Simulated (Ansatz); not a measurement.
# SnTe (Fm-3m) in Ansatz: notebook

The runs below take SnTe through single point, equation of state, with m-r2SCAN.

Everything below comes from runs of Ansatz 0.2.0. Logs are shortened: lines on timing, memory, paths and dates and some standing lists are left out, and cuts for length are marked.

### 1 The crystal as given

It takes space group Fm-3m (No. 225, cubic). The conventional cell has a = 6.302 Å, b = 6.302 Å, c = 6.302 Å, α = 90.00°, β = 90.00°, γ = 90.00°. Te (site symmetry m-3m) is surrounded by 6 Sn at 3.15 Å. Sn (site symmetry m-3m) has 6 Te at 3.15 Å as nearest neighbours.

### 2 Single point, m-r2SCAN, 29.40 Å³/atom (volume scaled by 0.94)

File input.yaml:

```yaml
crystal:
  lattice:
    - [0.0, 3.0865288906, 3.0865288906]
    - [3.0865288906, 0.0, 3.0865288906]
    - [3.0865288906, 3.0865288906, 0.0]
  atoms:
    - { symbol: Te, position: [0.5, 0.5, 0.5] }
    - { symbol: Sn, position: [0.0, 0.0, 0.0] }
hamiltonian:
  xc: mr2scan
  pseudopotentials: { kind: paw }
kpoints:
  mp_grid: { grid: [7, 7, 7] }
scf:
  occupations: { method: fermi_dirac, width: 0.05 }
output:
  forces: true
  stress: true
  eigenvalues: true
  write_density: true
  write_potential: true
  elf: true
  volumetric_format: npy
```

Potentials or basis: Ansatz PAW.

On the command line:

```
ansatz run input.yaml --threads 2 --pin off --max-ram 5120MiB --backend cpu --events-out ev --progress --plain --runs-dir out
```

What it wrote:

```text
Warning: RAYON_NUM_THREADS=2 ignored (pool sized by the plan → 2); use --threads N
Engine: ansatz 0.2.0, aarch64-unknown-linux-gnu
Pseudopotentials: kind: paw
Pseudopotential: Te, paw, valence charge 16, recommended cutoff 500 eV (meta_gga), Te.paw.azcp
Pseudopotential: Sn, paw, valence charge 14, recommended cutoff 500 eV (meta_gga), Sn.paw.azcp
Functional definition: m-r2SCAN
  exchange = m_r2scan_x
  correlation = m_r2scan_c
Crystal: 2 atoms, lattice volume = 58.809 Å³
Basis set: ecut = 500 eV, 1459 PW (Γ), exchange–correlation on 128×128×128 points (64 copies of the dense FFT grid, shifted against one another)
Bands: 19, of which v1, the nominal top of the filled ones, is band 15 counted from 1 (14 counted from 0)
Symmetry: 48 space group operations
Space group: Fm-3m (ITA 225), of the structure as read, at distance tolerance 3.9e-5 Å
k-points: 20 of 343
Non-local potential: Te, projectors of the file, l = 0: 2, l = 1: 2, l = 2: 2, l = 3: 2
Non-local potential: Sn, projectors of the file, l = 0: 2, l = 1: 2, l = 2: 2, l = 3: 2
PAW form: soft (Blöchl's): semilocal exchange-correlation on the pseudo side does not see the compensation charge
PAW frozen core: Te, regenerated for the run's functional (the file was generated under x = pbe(κ = 0.804, μ = 0.2195149727645171), c = pbe(β = 0.06672455060314922))
PAW frozen core: Sn, regenerated for the run's functional (the file was generated under x = pbe(κ = 0.804, μ = 0.2195149727645171), c = pbe(β = 0.06672455060314922))
PAW one-centre angular grid: Te, 590 points (default); XC on 160 Gauss nodes
PAW one-centre angular grid: Sn, 590 points (default); XC on 235 of its mesh's 2787 points in the sphere
Initial density: superposition of atomic densities (neutral atoms: chi_scale 0, normalization atom), corrected by the library's trained network
Initial wavefunctions: pseudopotential atomic-orbital guess
Functional: x = mr2scan, c = mr2scan; τ floored in thin density (d = 2e-4 eV/Å³)
SCF iter   1: F=—  HF=-13033.887758 eV  |F-HF|=—  |Δ(HF+E_count)|=         —  Δρ=3.40e-3  dr2=4.03e-3  dr2_τ=7.71e-4  ethr=1.77e-3  ⟨swp⟩=5.9  Hψ=1967  notcnv=0
preconditioner: auto → none  [insulator: Δε(μ)=0.455 eV  Ē_g=9.502 eV  σ=0.050 eV  W_gap=0.98  n_scr=14 (ndim 8)  ℏωp=15.3 eV  f_vac=0.005  D(μ)=0.03/eV (n_scr^D=0)  ε∞_Penn≈3.6]
SCF iter   2: F=—  HF=-13033.903578 eV  |F-HF|=—  |Δ(HF+E_count)|=   1.58e-2  Δρ=1.38e-3  dr2=9.65e-4  dr2_τ=1.85e-5  ethr=1.34e-5  ⟨swp⟩=2.0  Hψ=820  notcnv=0
SCF iter   3: F=—  HF=-13033.903980 eV  |F-HF|=—  |Δ(HF+E_count)|=   4.02e-4  Δρ=5.16e-4  dr2=1.90e-4  dr2_τ=4.80e-6  ethr=3.22e-6  ⟨swp⟩=3.0  Hψ=730  notcnv=0
SCF iter   4: F=—  HF=-13033.903920 eV  |F-HF|=—  |Δ(HF+E_count)|=   5.95e-5  Δρ=1.57e-4  dr2=5.05e-6  dr2_τ=3.10e-7  ethr=6.35e-7  ⟨swp⟩=2.0  Hψ=578  notcnv=0
SCF iter   5: F=—  HF=-13033.903929 eV  |F-HF|=—  |Δ(HF+E_count)|=   8.18e-6  Δρ=3.57e-5  dr2=6.01e-7  dr2_τ=8.29e-9  ethr=1.68e-8  ⟨swp⟩=3.0  Hψ=615  notcnv=0
SCF iter   6: F=-13033.903929 eV  HF=-13033.903929 eV  |F-HF|=1.40e-8  |Δ(HF+E_count)|=   1.90e-7  Δρ=6.68e-6  dr2=4.45e-8  dr2_τ=2.28e-10  ethr=3.33e-10  ⟨swp⟩=11.6  Hψ=2969  notcnv=0
SCF 1 converged in 6 iterations: F = -13033.903929 eV  dr2 = 4.45e-8
SCF converged after 6 iterations
Free energy (F): -13033.903929 eV
Harris-Foulkes:  -13033.903929 eV  (|F-HF|=1.40e-8)
Internal energy: -13033.903471 eV  (E = F + TS)
E sigma→0 (E₀):  -13033.903700 eV
Entropy (-TS):   -0.000457 eV (-0.229 meV/atom)
Fermi energy:    10.786141 eV
--- Per-component energies (eV) ---
  E_band       = -350.477746
  E_kinetic    = 367.455998
  E_local      = -2056.887515  (includes V_loc(G=0)·N_el)
  E_nonlocal   = -343.436238
  E_hartree    = 1318.765423
  E_xc         = -491.807138
  E_vxc        = -218.334744  (∫ρ·V_xc dr)
  E_paw        = -8842.558433  (= ΣΔE_a)
  E_vpaw       = -750.203931  (= ΣTr[D̂ρ^β])
  E_aug_tail   = -0.000037  (compensation charges beyond the density's cutoff)
  E_vtau       = 13.398221  (kinetic-family band-sum trace: ∫τ·v_τ [+ j·A + Jᵃ·Aᵃ] dr)
  E_ewald      = -2986.455707
  E_core_change = 1.020175  (= ΣΔE_core)
  E_smearing   = -0.000457  (= −TS)
  E_closure    = -0.000000  (closes the sum)
  Σ components = -13033.903929   (vs F -13033.903929, Δ=0.00e0)
--- Forces (eV/Å), atoms counted from 1 ---
  atom   1  Te     0.00000000    -0.00000000     0.00000000
  atom   2  Sn    -0.00000000    -0.00000000     0.00000000
  max |Σ_I F_I| component: 3.31e-29 eV/Å
--- Stress (GPa, compression-positive) ---
        5.055219      -0.000000      -0.000000
       -0.000000       5.055219       0.000000
       -0.000000      -0.000000       5.055219
  P = ⅓ Tr σ = 5.0552 GPa (50.552 kbar)
--- Band table (eV; the first three rows and the last of 20) ---
  k-point 0: bands = ["-27.5953", "-27.5953", "-27.5874", "-27.5874", "-27.5874", "-12.1351", "-12.1351", "-12.1263", "-12.1263", "-12.1263", "-3.2816", "6.2816", "8.0500", "8.0500", "8.0500", "14.2978", "14.2978", "14.2978", "15.5876"]
  k-point 1: bands = ["-27.5952", "-27.5952", "-27.5873", "-27.5872", "-27.5872", "-12.1368", "-12.1368", "-12.1260", "-12.1249", "-12.1249", "-3.0837", "4.9714", "8.0871", "8.0871", "9.0399", "13.3161", "13.3161", "13.4691", "15.5703"]
  k-point 2: bands = ["-27.5950", "-27.5950", "-27.5871", "-27.5868", "-27.5868", "-12.1410", "-12.1410", "-12.1253", "-12.1210", "-12.1210", "-2.5347", "3.1343", "8.2183", "8.2183", "9.9955", "11.9265", "11.9265", "12.2387", "16.3845"]
  k-point 19: bands = ["-27.5955", "-27.5946", "-27.5869", "-27.5864", "-27.5856", "-12.1556", "-12.1375", "-12.1237", "-12.1198", "-12.1127", "-1.2929", "2.5728", "4.9592", "5.7826", "9.2539", "11.9474", "15.0815", "16.1300", "16.3997"]
```

rho_z.tsv:

```text
# z_ang	rho[e/angstrom^3]
# format = ansatz-planar-average/11
# lattice	0.000000000	3.086528891	3.086528891
# lattice	3.086528891	0.000000000	3.086528891
# lattice	3.086528891	3.086528891	0.000000000
# sites	2
# site	52	3.086528891	3.086528891	3.086528891
# site	50	0.000000000	0.000000000	0.000000000
0.000000	8.144084e-1
0.136407	7.781706e-1
0.272813	6.822654e-1
0.409220	5.575205e-1
0.545626	4.367140e-1
0.682033	3.414226e-1
[... 24 lines left out ...]
4.092198	6.822654e-1
4.228604	7.781706e-1
```

Run time: 2.2 s. Hardware: 2 threads of Arm Neoverse V2, shared host; peak memory 0.47 GiB.

What came out:

```
Free energy : -13033.9039 eV
Pressure    : 5.1 GPa
```

Caveat: this odd mesh misses L, where the gap lies, so gap, dielectric constants and Born charges aren't listed; the PAW data sets come from PBE, with cores solved anew for the run's functional, which leaves a small shift of forces and pressure.

### 3 Single point, m-r2SCAN, 30.03 Å³/atom (volume scaled by 0.96)

input.yaml, as its differences from that of step 2:

```diff
@@ -2,5 +2,5 @@
   lattice:
-    - [0.0, 3.0865288906, 3.0865288906]
-    - [3.0865288906, 0.0, 3.0865288906]
-    - [3.0865288906, 3.0865288906, 0.0]
+    - [0.0, 3.1082657258, 3.1082657258]
+    - [3.1082657258, 0.0, 3.1082657258]
+    - [3.1082657258, 3.1082657258, 0.0]
   atoms:
```

Potentials or basis: Ansatz PAW.

On the command line:

```
ansatz run input.yaml --threads 2 --pin off --max-ram 5120MiB --backend cpu --events-out ev --progress --plain --runs-dir out
```

Run time: 2.5 s. Hardware: 2 threads of Arm Neoverse V2, shared host; peak memory 0.53 GiB.

Results (log left out):

```
Free energy : -13033.9382 eV
Pressure    : 3.7 GPa
```

Caveat: this odd mesh misses L, where the gap lies, so gap, dielectric constants and Born charges aren't listed; the PAW data sets come from PBE, with cores solved anew for the run's functional, which leaves a small shift of forces and pressure.

### 4 Single point, m-r2SCAN, 30.66 Å³/atom (volume scaled by 0.98)

File input.yaml:

```yaml
crystal:
  lattice:
    - [0.0, 3.1297027185, 3.1297027185]
    - [3.1297027185, 0.0, 3.1297027185]
    - [3.1297027185, 3.1297027185, 0.0]
  atoms:
    - { symbol: Te, position: [0.5, 0.5, 0.5] }
    - { symbol: Sn, position: [0.0, 0.0, 0.0] }
hamiltonian:
  xc: mr2scan
  pseudopotentials: { kind: paw }
kpoints:
  mp_grid: { grid: [7, 7, 7] }
scf:
  occupations: { method: fermi_dirac, width: 0.05 }
output:
  forces: true
  stress: true
  eigenvalues: true
```

On the command line:

```
ansatz run input.yaml --threads 2 --pin off --max-ram 5120MiB --backend cpu --events-out ev --progress --plain --runs-dir out
```

Run time: 2.2 s. Hardware: 2 threads of Arm Neoverse V2, shared host; peak memory 0.53 GiB.

Results (log left out):

| Quantity | Value |
| --- | --- |
| Free energy | -13033.9628 eV |
| Pressure | 2.6 GPa |

Caveat: this odd mesh misses L, where the gap lies, so gap, dielectric constants and Born charges aren't listed; the PAW data sets come from PBE, with cores solved anew for the run's functional, which leaves a small shift of forces and pressure.

### 5 Single point, m-r2SCAN, 31.28 Å³/atom

input.yaml, as its differences from that of step 4:

```diff
@@ -2,5 +2,5 @@
   lattice:
-    - [0.0, 3.1297027185, 3.1297027185]
-    - [3.1297027185, 0.0, 3.1297027185]
-    - [3.1297027185, 3.1297027185, 0.0]
+    - [0.0, 3.15085, 3.15085]
+    - [3.15085, 0.0, 3.15085]
+    - [3.15085, 3.15085, 0.0]
   atoms:
```

On the command line:

```
ansatz run input.yaml --threads 2 --pin off --max-ram 5120MiB --backend cpu --events-out ev --progress --plain --runs-dir out
```

Run time: 2.1 s. Hardware: 2 threads of Arm Neoverse V2, shared host; peak memory 0.53 GiB.

The run converged. Its results:

```yaml
Free_energy: -13033.9786 eV
Pressure: 1.5 GPa
```

Caveat: this odd mesh misses L, where the gap lies, so gap, dielectric constants and Born charges aren't listed; the PAW data sets come from PBE, with cores solved anew for the run's functional, which leaves a small shift of forces and pressure.

### 6 Single point, m-r2SCAN, 31.91 Å³/atom (volume scaled by 1.02)

input.yaml, as its differences from that of step 5:

```diff
@@ -2,5 +2,5 @@
   lattice:
-    - [0.0, 3.15085, 3.15085]
-    - [3.15085, 0.0, 3.15085]
-    - [3.15085, 3.15085, 0.0]
+    - [0.0, 3.1717171644, 3.1717171644]
+    - [3.1717171644, 0.0, 3.1717171644]
+    - [3.1717171644, 3.1717171644, 0.0]
   atoms:
```

Potentials or basis: Ansatz PAW.

On the command line:

```
ansatz run input.yaml --threads 2 --pin off --max-ram 5120MiB --backend cpu --events-out ev --progress --plain --runs-dir out
```

It took 2.1 s on 2 threads of Arm Neoverse V2, shared host; peak memory 0.53 GiB.

The run converged. Its results:

```yaml
Free_energy: -13033.9866 eV
Pressure: 0.6 GPa
```

Caveat: this odd mesh misses L, where the gap lies, so gap, dielectric constants and Born charges aren't listed; the PAW data sets come from PBE, with cores solved anew for the run's functional, which leaves a small shift of forces and pressure.

### 7 Single point, m-r2SCAN, 32.53 Å³/atom (volume scaled by 1.04)

input.yaml, as its differences from that of step 6:

```diff
@@ -2,5 +2,5 @@
   lattice:
-    - [0.0, 3.1717171644, 3.1717171644]
-    - [3.1717171644, 0.0, 3.1717171644]
-    - [3.1717171644, 3.1717171644, 0.0]
+    - [0.0, 3.1923133075, 3.1923133075]
+    - [3.1923133075, 0.0, 3.1923133075]
+    - [3.1923133075, 3.1923133075, 0.0]
   atoms:
```

On the command line:

```
ansatz run input.yaml --threads 2 --pin off --max-ram 5120MiB --backend cpu --events-out ev --progress --plain --runs-dir out
```

Run time: 2.1 s. Hardware: 2 threads of Arm Neoverse V2, shared host; peak memory 0.53 GiB.

The run converged. Its results:

```
Free energy : -13033.9875 eV
Pressure    : -0.3 GPa
```

Caveat: this odd mesh misses L, where the gap lies, so gap, dielectric constants and Born charges aren't listed; the PAW data sets come from PBE, with cores solved anew for the run's functional, which leaves a small shift of forces and pressure.

### 8 Single point, m-r2SCAN, 33.16 Å³/atom (volume scaled by 1.06)

input.yaml, as its differences from that of step 7:

```diff
@@ -2,5 +2,5 @@
   lattice:
-    - [0.0, 3.1923133075, 3.1923133075]
-    - [3.1923133075, 0.0, 3.1923133075]
-    - [3.1923133075, 3.1923133075, 0.0]
+    - [0.0, 3.2126470615, 3.2126470615]
+    - [3.2126470615, 0.0, 3.2126470615]
+    - [3.2126470615, 3.2126470615, 0.0]
   atoms:
```

On the command line:

```
ansatz run input.yaml --threads 2 --pin off --max-ram 5120MiB --backend cpu --events-out ev --progress --plain --runs-dir out
```

It took 2.2 s on 2 threads of Arm Neoverse V2, shared host; peak memory 0.53 GiB.

It converged, with:

```
Free energy : -13033.9821 eV
Pressure    : -1.1 GPa
```

Caveat: this odd mesh misses L, where the gap lies, so gap, dielectric constants and Born charges aren't listed; the PAW data sets come from PBE, with cores solved anew for the run's functional, which leaves a small shift of forces and pressure.

### 9 Equation of state, m-r2SCAN

Potentials or basis: Ansatz PAW.

No new run: the results of the series are fitted here.

What came out:

* Equilibrium volume: 32.30 Å³/atom
* Bulk modulus: 44 GPa
* Pressure derivative of the bulk modulus: 4.4

Energy against volume, from the lowest point:
| volume (Å³/atom) | energy (meV/atom) |
| --- | --- |
| 29.404 | 41.80 |
| 30.030 | 24.67 |
| 30.656 | 12.38 |
| 31.281 | 4.45 |
| 31.907 | 0.46 |
| 32.532 | 0.00 |
| 33.158 | 2.74 |

Caveat: this odd mesh misses L, where the gap lies, so gap, dielectric constants and Born charges aren't listed; the PAW data sets were made with another functional, which shifts forces and pressure a little. Zero-point motion and thermal expansion aren't in these numbers.
